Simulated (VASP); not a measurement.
Calculation: r2SCAN meta-GGA, VASP's PBE PAW potentials (set 64) (plane waves; VASP).

Input for VASP

File KPOINTS_OPT:
```
k-points along high-symmetry lines
6
Line-mode
Reciprocal
  0.000000   0.000000   0.000000 ! GAMMA
  0.000000   0.500000   0.000000 ! X

  0.000000   0.500000   0.000000 ! X
  0.500000   0.500000   0.000000 ! M

  0.500000   0.500000   0.000000 ! M
  0.000000   0.000000   0.000000 ! GAMMA

  0.000000   0.000000   0.000000 ! GAMMA
  0.000000   0.000000   0.500000 ! Z

  0.000000   0.000000   0.500000 ! Z
  0.000000   0.500000   0.500000 ! R

  0.000000   0.500000   0.500000 ! R
  0.500000   0.500000   0.500000 ! A

  0.500000   0.500000   0.500000 ! A
  0.000000   0.000000   0.500000 ! Z

  0.000000   0.500000   0.000000 ! X
  0.000000   0.500000   0.500000 ! R

  0.500000   0.500000   0.000000 ! M
  0.500000   0.500000   0.500000 ! A
```

### INCAR
```
SYSTEM = RuO2
PREC = Accurate
ENCUT = 520
EDIFF = 1E-7
NELM = 100
ALGO = Normal
LREAL = .FALSE.
LASPH = .TRUE.
ISMEAR = -5
METAGGA = R2SCAN
LMIXTAU = .TRUE.
LMAXMIX = 4
LWAVE = .FALSE.
LCHARG = .FALSE.
LORBIT = 11
NEDOS = 601
ISIF = 2
LEFG = .TRUE.
```

File KPOINTS:
```
K-points
0
gamma
8 8 11
```

**POSCAR**
```
RuO2
4.4806060
  1.0000001076   0.0000000000   0.0000000000
  0.0000000000   1.0000001076   0.0000000000
  0.0000000000   0.0000000000   0.6951224836
Ru O
2 4
Cartesian
  1.0000001076   0.0000000000   0.0000000000
  0.5000000538   0.5000000538   0.3475612418
  0.3052907727   0.3052907727   0.6951224836
  0.8052908265   0.1947092810   0.3475612418
  0.1947092810   0.8052908265   0.3475612418
  0.6947093348   0.6947093348   0.0000000000
```

POTCAR, in this order: Ru_pv O (PBE.64 set). Program: vasp_std.

The resulting files:

OSZICAR:
```
       N       E                     dE             d eps       ncg     rms          rms(c)
DAV:   1     0.524554971508E+03    0.52455E+03   -0.31752E+04  5580   0.179E+03
DAV:   2    -0.732908950949E+02   -0.59785E+03   -0.58247E+03  6369   0.512E+02
DAV:   3    -0.108442359561E+03   -0.35151E+02   -0.34757E+02  6369   0.126E+02
DAV:   4    -0.109069210297E+03   -0.62685E+00   -0.62429E+00  6595   0.164E+01
DAV:   5    -0.109083881246E+03   -0.14671E-01   -0.14664E-01  6696   0.224E+00    0.529E+01
DAV:   6    -0.855555846674E+02    0.23528E+02   -0.58913E+01  5720   0.638E+01    0.166E+01
DAV:   7    -0.816050728536E+02    0.39505E+01   -0.94045E+00  5828   0.291E+01    0.145E+01
DAV:   8    -0.818030053762E+02   -0.19793E+00   -0.11858E+00  6771   0.868E+00    0.112E+00
DAV:   9    -0.818739354653E+02   -0.70930E-01   -0.16692E-01  5826   0.352E+00    0.641E-01
DAV:  10    -0.819119420061E+02   -0.38007E-01   -0.10837E-01  5839   0.277E+00    0.358E-01
DAV:  11    -0.819238106226E+02   -0.11869E-01   -0.41364E-02  5727   0.202E+00    0.234E-01
DAV:  12    -0.819219452749E+02    0.18653E-02   -0.67348E-03  6014   0.762E-01    0.175E-01
DAV:  13    -0.819262166126E+02   -0.42713E-02   -0.30029E-03  5832   0.506E-01    0.245E-02
DAV:  14    -0.819262379926E+02   -0.21380E-04   -0.19374E-04  7512   0.119E-01    0.221E-02
DAV:  15    -0.819263869500E+02   -0.14896E-03   -0.44657E-05  6221   0.598E-02    0.130E-02
DAV:  16    -0.819264116729E+02   -0.24723E-04   -0.23911E-05  6241   0.373E-02    0.544E-03
DAV:  17    -0.819264133773E+02   -0.17043E-05   -0.82239E-06  5993   0.248E-02    0.274E-03
DAV:  18    -0.819264136004E+02   -0.22314E-06   -0.16920E-07  4295   0.408E-03    0.186E-03
DAV:  19    -0.819264133300E+02    0.27041E-06   -0.44586E-07  5112   0.513E-03    0.668E-04
DAV:  20    -0.819264137513E+02   -0.42131E-06   -0.79213E-08  3042   0.282E-03    0.389E-04
DAV:  21    -0.819264134866E+02    0.26472E-06   -0.23663E-08  3007   0.144E-03    0.316E-04
DAV:  22    -0.819264136083E+02   -0.12167E-06   -0.10776E-08  3007   0.772E-04    0.114E-04
DAV:  23    -0.819264136213E+02   -0.13044E-07   -0.17614E-09  2972   0.254E-04
   1 F= -.81926414E+02 E0= -.81926414E+02  d E =0.000000E+00
       N       E                     dE             ncg
```

OUTCAR:
```
------------------------ aborting loop because EDIFF is reached ----------------------------------------
  FORCE on cell =-STRESS in cart. coord.  units (eV):
  Direction    XX          YY          ZZ          XY          YZ          ZX
  --------------------------------------------------------------------------------------
  Total        0.0743993      0.0743993     -0.0316342      0.0000000      0.0000000      0.0000000
  in kB        1.9063736      1.9063736     -0.8105806      0.0000000      0.0000000      0.0000000
  external PRESSURE =       1.0007222 kB  Pullay stress =       0.0000000 kB
  volume of cell :       62.53
      direct lattice vectors                 reciprocal lattice vectors
     4.480606482  0.000000000  0.000000000     0.223184072  0.000000000  0.000000000
     0.000000000  4.480606482  0.000000000     0.000000000  0.223184072  0.000000000
     0.000000000  0.000000000  3.114569971     0.000000000  0.000000000  0.321071612
 POSITION                                       TOTAL-FORCE (eV/Angst)
 -----------------------------------------------------------------------------------
      0.00000      0.00000      0.00000         0.000000      0.000000     -0.000000
      2.24030      2.24030      1.55728         0.000000      0.000000     -0.000000
      1.36789      1.36789      0.00000         0.016164      0.016164     -0.000000
      3.60819      0.87242      1.55728         0.016164     -0.016164      0.000000
      0.87242      3.60819      1.55728        -0.016164      0.016164     -0.000000
      3.11272      3.11272      0.00000        -0.016164     -0.016164      0.000000
 -----------------------------------------------------------------------------------
    total drift:                                0.000000      0.000000      0.000000
  FREE ENERGIE OF THE ION-ELECTRON SYSTEM (eV)
  ---------------------------------------------------
  free  energy   TOTEN  =       -81.9264136213 eV

  energy  without entropy=      -81.9264136213  energy(sigma->0) =      -81.92641362

 total charge

# of ion       s       p       d       tot
------------------------------------------
    1        0.357   6.360   5.762  12.480
    2        0.357   6.360   5.762  12.480
    3        1.573   3.462   0.000   5.035
    4        1.573   3.462   0.000   5.035
    5        1.573   3.462   0.000   5.035
    6        1.573   3.462   0.000   5.035
--------------------------------------------------
tot          7.007  26.569  11.525  45.101

 Electric field gradients after diagonalization (V/A^2)
 (convention: |V_zz| > |V_xx| > |V_yy|)
----------------------------------------------------------------------
 ion       V_xx      V_yy      V_zz     asymmetry (V_yy - V_xx)/ V_zz
----------------------------------------------------------------------
   1      67.793    46.883  -114.676       0.182
   2      67.793    46.883  -114.676       0.182
   3     -14.123    -1.585    15.708       0.798
   4     -14.123    -1.585    15.708       0.798
   5     -14.123    -1.585    15.708       0.798
   6     -14.123    -1.585    15.708       0.798
```
(Selected blocks of OUTCAR.)

For a metal the tetrahedron method with Blöchl corrections gives inexact stress and forces.

The compound is RuO2 in the rutile structure. It was relaxed first.
